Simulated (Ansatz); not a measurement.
Runs of Ansatz 0.2.0 on NiO. The structure is cubic, space group Fm-3m (No. 225). Conventional cell: a = 4.183 Å, b = 4.183 Å, c = 4.183 Å, α = 90.00°, β = 90.00°, γ = 90.00°. Ni (site symmetry m-3m) has 6 O at 2.09 Å as nearest neighbours. O (site symmetry m-3m) is surrounded by 6 Ni at 2.09 Å. 

| task | level | U | fixed moment (μB) | k mesh | points for each segment of the path | hubbard projectors | double counting | gap on the mesh (eV) | pressure (GPa) | moment (μB) |
| --- | --- | --- | --- | --- | --- | --- | --- | --- | --- | --- |
| band structure | PBE+U | Ni d U = 8 eV | - | 11 × 11 × 11 | 14 | ortho-atomic (the default) | fll (the default) | (a) | (b) | 2.00 |
| single point | PBE | - | 1.0 | 9 × 9 × 9 | - | - | - | - | -1.1 | 1.00 |
| single point | PBE | - | 2.0 | 9 × 9 × 9 | - | - | - | - | 7.2 | 2.00 |
| single point | PBE | - | 0.5 | 9 × 9 × 9 | - | - | - | - | -2.6 | 0.50 |
| band structure | PBE | - | - | 11 × 11 × 11 | 14 | - | - | none | 4.3 | 1.75 |

Alike in all rows: potentials or basis Ansatz PAW; spin collinear, ferromagnetic start; cell as given; cutoff (eV) 420; smearing fermi-dirac 0.05 eV.

Q: Fill in the values left out.

A: (a) 2.40; (b) 14.3.

Caveats: a cell with one magnetic atom can't hold antiferromagnetic order, which such compounds often take; the total moment is fixed, so each spin has its own Fermi level (some runs); the thresholds are loose for stress (some runs); the magnetic or orbital state may not be the lowest (some runs); semilocal functionals often make such compounds metallic where correlation or magnetic order opens a gap, which also shifts bond lengths (some runs).

A gap of «none» marks a metal or a gap under the smearing width.
